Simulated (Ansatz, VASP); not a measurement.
## Two plane-wave programs on Ba

```
Ba
1.0
     3.97329    0.00000    0.00000
     0.00000    3.97329    0.00000
     0.00000    0.00000    3.47361
Ba
1
Direct
  0.50000 0.50000 0.50000
```

Alike in both runs: task single point; functional PBE; k mesh 10 × 10 × 12; occupations gaussian, width 0.1 eV; no spin polarisation.

|  | VASP | Ansatz |
| --- | --- | --- |
| version | VASP 6.6.1 | Ansatz 0.2.0 |
| potentials or method | VASP PAW PBE potentials, release 64 (Ba_sv) | scalar-relativistic, plane waves, PAW |
| plane-wave cutoff (eV) | 520 | 420 |
| valence electrons in the cell | 10 | 10 |

Ansatz gave:

```
gap on the k mesh at the Fermi level (eV)       : none
pressure (GPa)                                  : 1.1
largest component of the traceless stress (GPa) : 3.90
```

Q: Estimate VASP's values.

A: gap on the k mesh at the Fermi level (eV): none; pressure (GPa): 1.4; largest component of the traceless stress (GPa): 4.12.

A gap of «none» marks a metal or a gap that the smearing closes. With one functional, cell and mesh, what is left measures potentials, basis and numerics.

Spin-orbit coupling is left out, which matters for the levels of Ba.
